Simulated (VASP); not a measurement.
# W (Fm-3m) in VASP: a series of runs, part 2 of 3

VASP 6.6.1. The steps go on from the part before.

## 4. Single point, PBE

The input, INCAR:

```
SYSTEM = W
  ADDGRID = .FALSE.
  ALGO = Normal
  EDIFF = 1E-7
  ENCUT = 250
  GGA = PE
  ISIF = 2
  ISMEAR = 0
  LASPH = .TRUE.
  LCHARG = .FALSE.
  LREAL = .FALSE.
  LWAVE = .FALSE.
  NBANDS = 13
  NELM = 100
  PREC = Accurate
  SIGMA = 0.15
```

The input, KPOINTS:

```
k-points
0
G
  6 6 6
  0 0 0
```

The input, POSCAR:

```
W
1.0
    0.0000000000      2.0300000000      2.0300000000
    2.0300000000      0.0000000000      2.0300000000
    2.0300000000      2.0300000000      0.0000000000
W
1
Direct
    0.0000000000      0.0000000000      0.0000000000
```

Potentials or basis: VASP PAW PBE potentials, release 64 (W_sv).

Run with:

```
cat potpaw_PBE.64/W_sv/POTCAR > POTCAR
mpirun -np 1 vasp_std > vasp.out
```

OUTCAR:

```text
SYSTEM = W
   EDIFF = 1E-7
   ENCUT = 250
   GGA = PE
   ISIF = 2
   ISMEAR = 0
   LASPH = .TRUE.
   LREAL = .FALSE.
   NELM = 100
   PREC = Accurate

 Found     16 irreducible k-points:

 Following reciprocal coordinates:
            Coordinates               Weight
  0.000000  0.000000  0.000000      1.000000
  0.166667  0.000000  0.000000      8.000000
  0.333333  0.000000  0.000000      8.000000
  0.500000  0.000000  0.000000      4.000000
  0.166667  0.166667  0.000000      6.000000
  0.333333  0.166667  0.000000     24.000000
   k-points           NKPTS =     16   k-points in BZ     NKDIM =     16   number of bands    NBANDS=     13
   number of dos      NEDOS =    301   number of ions     NIONS =      1
   total plane-waves  NPLWV =   4096
   dimension x,y,z NGX =    16 NGY =   16 NGZ =   16
   dimension x,y,z NGXF=    32 NGYF=   32 NGZF=   32
   ions per type =               1
   NGX,Y,Z   is equivalent  to a cutoff of   9.27,  9.27,  9.27 a.u.
   NGXF,Y,Z  is equivalent  to a cutoff of  18.53, 18.53, 18.53 a.u.
 SYSTEM =  W
   PREC   = accura    normal or accurate (medium, high low for compatibility)
   ISTART =      0    job   : 0-new  1-cont  2-samecut
   ICHARG =      2    charge: 1-file 2-atom 10-const
   ISPIN  =      1    spin polarized calculation?
   LNONCOLLINEAR =      F non collinear calculations
   LSORBIT =      F    spin-orbit coupling
   LASPH  =      T    aspherical Exc in radial PAW
   ENCUT  =  250.0 eV  18.37 Ry    4.29 a.u.   3.70  3.70  3.70*2*pi/ulx,y,z
   NELM   =    100;   NELMIN=  2; NELMDL= -5     # of ELM steps
   EDIFF  = 0.1E-06   stopping-criterion for ELM
   LREAL  =      F    real-space projection
   EDIFFG = 0.1E-05   stopping-criterion for IOM
   NSW    =      0    number of steps for IOM
   IBRION =     -1    ionic relax: 0-MD 1-quasi-New 2-CG
   NFREE  =      0    steps in history (QN), initial steepest desc. (CG)
   ISIF   =      2    stress and relaxation
   ISYM   =      2    0-nonsym 1-usesym 2-fastsym
   POTIM  = 0.5000    time-step for ionic-motion
   TEBEG  =    0.0;   TEEND  =   0.0 temperature during run
   PSTRESS=    0.0 pullay stress
   NELECT =      14.0000    total number of electrons
   NUPDOWN=      -1.0000    fix difference up-down
   EMIN   =  10.00;   EMAX   =-10.00  energy-range for DOS
   EFERMI =   0.00;   METHOD = LEGACY
   ISMEAR =     0;   SIGMA  =   0.15  broadening in eV -4-tet -1-fermi 0-gaus
   EFERMI_NEDOS =   21; number of points for ismear=-14 and -15
   IALGO  =     38    algorithm
   IMIX   =      4    mixing-type and parameters
     AMIX     =   0.40;   BMIX     =  1.00
     AMIX_MAG =   1.60;   BMIX_MAG =  1.00
  volume/ion in A,a.u.               =      16.73       112.91
  Fermi-wavevector in a.u.,A,eV,Ry     =   1.542688  2.915258 32.380324  2.379887
  Thomas-Fermi vector in A             =   2.648457
   LORBIT       =      0    0 simple, 1 ext, 2 COOP (PROOUT), +10 PAW based schemes
   GGA     = PE    functional components
   LHFCALC =     F    Hartree Fock is set to
   AEXX    =    0.0000 exact exchange contribution
   IVDW    =     0    specifies the selected vdW correction
   LEPSILON=     F    determine dielectric tensor
   LRPA    =     F    only Hartree local field effects (RPA)
 non-spin polarized calculation
 Gauss-broadening in eV      SIGMA  =   0.15
  energy-cutoff  :      250.00
  volume of cell :       16.73
 maximum number of plane-waves:       169
   NGX =  7   NGY =  7   NGZ =  7

 number of electron      14.0000007 magnetization

 Free energy of the ion-electron system (eV)
  ---------------------------------------------------
  ext. energy  EPLUGINS =         0.00000000
  ---------------------------------------------------
  free energy    TOTEN  =       -12.42258427 eV

  energy without entropy =      -12.39710981  energy(sigma->0) =      -12.40984704

 E-fermi :  10.3834     XC(G=0): -13.3288

 val. band max:       10.3786397438   @ k =   0.3333   0.3333   0.0000
 cond. band min:      10.4316807004   @ k =  -0.3333   0.1667   0.0000
 fundamental gap:      0.0530409566
 Fermi energy:        10.3834447278

 k-point     1 :       0.0000    0.0000    0.0000
  band No.  band energies     occupation
      1     -63.4203      2.00000
      2     -27.0997      2.00000
      3     -27.0997      2.00000
      4     -27.0997      2.00000
      5       1.3300      2.00000
      6       9.7073      2.00000
      7       9.7073      2.00000
      8       9.7073      2.00000
      9      12.7500      0.00000
     10      12.7500      0.00000
     11      22.9874      0.00000
     12      28.1070      0.00000
     13      28.1070      0.00000

 k-point     2 :       0.1667    0.0000    0.0000
  band No.  band energies     occupation
      1     -63.3941      2.00000
      2     -27.3806      2.00000
      3     -27.1351      2.00000
      4     -27.1351      2.00000
      5       2.4412      2.00000
      6       9.0065      2.00000
      7      10.1123      1.98942
      8      10.1123      1.98942
      9      12.4887      0.00000
     10      12.4887      0.00000
     11      24.5027      0.00000
     12      25.7041      0.00000
     13      30.2240      0.00000

 k-point     3 :       0.3333    0.0000    0.0000
  band No.  band energies     occupation
      1     -63.3450      2.00000
      2     -27.9170      2.00000
      3     -27.2075      2.00000
      4     -27.2075      2.00000
      5       4.3622      2.00000
      6       9.0991      2.00000
      7       9.8623      2.00000
      8       9.8623      2.00000
      9      13.7502      0.00000
     10      13.7502      0.00000
     11      21.9012      0.00000
     12      25.5525      0.00000
     13      31.8362      0.00000

 k-point     4 :       0.5000    0.0000    0.0000
  band No.  band energies     occupation
      1     -63.3208      2.00000
      2     -28.1741      2.00000
      3     -27.2431      2.00000
      4     -27.2431      2.00000
      5       4.7316      2.00000
      6       9.4919      2.00000
      7       9.4919      2.00000
      8      10.8038      0.00007
      9      15.1579      0.00000
     10      15.1579      0.00000
     11      20.2393      0.00000
     12      22.6143      0.00000
     13      28.6838      0.00000

 k-point     5 :       0.1667    0.1667    0.0000
  band No.  band energies     occupation
      1     -63.3861      2.00000
      2     -27.3717      2.00000
      3     -27.1977      2.00000
      4     -27.1977      2.00000
      5       2.8182      2.00000
      6       8.4187      2.00000
      7      10.6473      0.01285
      8      10.6473      0.01285
      9      11.1443      0.00000
     10      13.2617      0.00000
     11      25.8957      0.00000
     12      26.9382      0.00000
     13      28.8973      0.00000

 k-point     6 :       0.3333    0.1667    0.0000
  band No.  band energies     occupation
      1     -63.3450      2.00000
      2     -27.7648      2.00000
      3     -27.2870      2.00000
      4     -27.2825      2.00000
      5       4.6816      2.00000
      6       7.7707      2.00000
      7       9.4941      2.00000
      8      11.0259      0.00000
      9      12.9086      0.00000
     10      14.2768      0.00000
     11      24.2216      0.00000
     12      27.3339      0.00000
     13      29.1190      0.00000

 [... further k-points ...]

------------------------ aborting loop because EDIFF is reached ----------------------------------------

  FORCE on cell =-STRESS in cart. coord.  units (eV):
  Direction    XX          YY          ZZ          XY          YZ          ZX
  --------------------------------------------------------------------------------------
  -------------------------------------------------------------------------------------
  Total       -0.4799400     -0.4799400     -0.4799400     -0.0000000     -0.0000000      0.0000000
  in kB      -45.9599388    -45.9599388    -45.9599388     -0.0000000     -0.0000000      0.0000000
  external PRESSURE =     -45.9599388 kB  Pullay stress =       0.0000000 kB

 VOLUME and BASIS-vectors are now :
 -----------------------------------------------------------------------------
  energy-cutoff  :      250.00
  volume of cell :       16.73
      direct lattice vectors                 reciprocal lattice vectors
     0.000000000  2.030000000  2.030000000    -0.246305419  0.246305419  0.246305419
     2.030000000  0.000000000  2.030000000     0.246305419 -0.246305419  0.246305419
     2.030000000  2.030000000  0.000000000     0.246305419  0.246305419 -0.246305419

 POSITION                                       TOTAL-FORCE (eV/Angst)
 -----------------------------------------------------------------------------------
      0.00000      0.00000      0.00000         0.000000      0.000000      0.000000
 -----------------------------------------------------------------------------------
    total drift:                                0.000000      0.000000     -0.000000

  FREE ENERGIE OF THE ION-ELECTRON SYSTEM (eV)
  ---------------------------------------------------
  free  energy   TOTEN  =       -12.4225842675 eV

  energy  without entropy=      -12.3971098140  energy(sigma->0) =      -12.40984704
```

OSZICAR:

```text
N       E                     dE             d eps       ncg     rms          rms(c)
DAV:   1     0.535276685618E+02    0.53528E+02   -0.47650E+03   421   0.776E+02
DAV:   2    -0.121178322305E+02   -0.65646E+02   -0.63730E+02   456   0.224E+02
DAV:   3    -0.130567378431E+02   -0.93891E+00   -0.93602E+00   451   0.287E+01
DAV:   4    -0.130598068550E+02   -0.30690E-02   -0.30690E-02   466   0.174E+00
DAV:   5    -0.130598252833E+02   -0.18428E-04   -0.18428E-04   461   0.123E-01    0.180E+01
DAV:   6    -0.125436656265E+02    0.51616E+00   -0.44253E-01   446   0.872E+00    0.687E+00
DAV:   7    -0.124265200088E+02    0.11715E+00   -0.18854E-01   431   0.534E+00    0.482E-01
DAV:   8    -0.124226871395E+02    0.38329E-02   -0.28640E-03   421   0.673E-01    0.984E-02
DAV:   9    -0.124225832829E+02    0.10386E-03   -0.11138E-04   491   0.123E-01    0.332E-02
DAV:  10    -0.124225833774E+02   -0.94461E-07   -0.37555E-06   426   0.223E-02    0.436E-03
DAV:  11    -0.124225842806E+02   -0.90319E-06   -0.57328E-08   318   0.254E-03    0.555E-04
DAV:  12    -0.124225842675E+02    0.13106E-07   -0.61745E-09   208   0.919E-04
   1 F= -.12422584E+02 E0= -.12409847E+02  d E =-.254745E-01
```

Run time: 1.8 s. Hardware: 1 thread of Intel Xeon Platinum 8488C (Sapphire Rapids), shared host; peak memory 0.11 GiB.

These settings aren't checked as converged: the numbers below hold their error.

Results:

```yaml
Free_energy: -12.4226 eV
Band_gap_on_the_k_mesh: none (metal or under the smearing width)
```

Caveat: the k mesh is coarse (spacing up to 0.45 Å⁻¹), so the values aren't converged; the cutoff is under 1.25 times the usual one of these potentials, so pressure, stress and relaxed cells hold a basis-set (Pulay) error.

(Continued in part 3 of 3.)
